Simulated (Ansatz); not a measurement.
Crystal: SnO2 (Cassiterite).

```xyz
6
Lattice="4.7380 0.0000 0.0000 0.0000 4.7380 0.0000 0.0000 0.0000 3.1865" Properties=species:S:1:pos:R:3 pbc="T T T"
Sn    2.3690    2.3690    1.5933
Sn    0.0000    0.0000    0.0000
O     3.8240    0.9140    1.5933
O     3.2830    3.2830    0.0000
O     0.9140    3.8240    1.5933
O     1.4550    1.4550    0.0000
```

Base run:

| Property | Result |
| --- | --- |
| Program | Ansatz 0.2.0 |
| Functional | PBEsol |
| Potentials or basis | Ansatz PAW |
| Cutoff | 420 eV (not typed: the program's choice for these potentials) |
| k mesh | 6 × 6 × 8 |
| Occupations | fermi-dirac, width 0.05 eV |
| Spin | no spin polarisation |

Its results: band gap on the k mesh 1.18 eV, direct; pressure 4.7 GPa; largest force 0.210 eV/Å.

Task: After a change of settings the same cell gave: band gap on the k mesh 1.28 eV, direct; pressure 11.1 GPa; largest force 0.275 eV/Å. Which change was it?
A. functional from PBEsol to BLYP
B. functional from PBEsol to PBE
C. functional from PBEsol to revPBE
D. functional from PBEsol to r2SCAN; cutoff from 420 eV (not typed: the program's choice for these potentials) to 500 eV (not typed: the program's choice for these potentials)

Result: B.

PBE binds less tightly than PBEsol, so the same cell stands under more pressure.

Caveats: spin-orbit coupling is left out, which moves the levels of the heavy elements; the PAW data sets come from PBE, with cores solved anew for the run's functional, which leaves a small shift of forces and pressure (some runs).
